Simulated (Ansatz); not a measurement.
I: levels with and without spin–orbit coupling

```xyz
1
Lattice="-2.0774 2.0774 2.0774 2.0774 -2.0774 2.0774 2.0774 2.0774 -2.0774" Properties=species:S:1:pos:R:3 pbc="T T T"
I     0.0000    0.0000    0.0000
```

The structure comes from a relaxation in the same program, started in the bcc type, and has space group Im-3m. Whether it is a known phase or the ground state wasn't checked.

Methods: DFT, PBE, all-electron LAPW, scalar-relativistic (Ansatz 0.2.0); DFT, PBE, all-electron LAPW, Dirac equation with spin-orbit coupling (Ansatz 0.2.0).

Numerical set-up: a Γ-centred 14×14×14 k mesh, Fermi–Dirac smearing of 0.03 eV, basis error target 0.25 meV/atom, no spin polarisation.

Levels between -6 and 4 eV, each run counted from its own valence-band top where it has a gap, else its Fermi level. Scalar levels are listed once for both spins; with the coupling every spinor state is counted. Levels near the edges of the range can cross them.

(1) At Γ (0.000, 0.000, 0.000) the scalar-relativistic levels are 0.79 (×3). What are they with spin–orbit coupling?

(2) At P (0.250, 0.250, 0.250) the scalar-relativistic levels are -2.63 (×3). What are they with spin–orbit coupling?

(3) At H (0.500, -0.500, 0.500) the scalar-relativistic levels are -2.62 (×3). What are they with spin–orbit coupling?

Results:

(1) -0.22 (×2), 1.19 (×4).

(2) -3.27 (×2), -2.42 (×4).

(3) -3.33 (×2), -2.37 (×4).
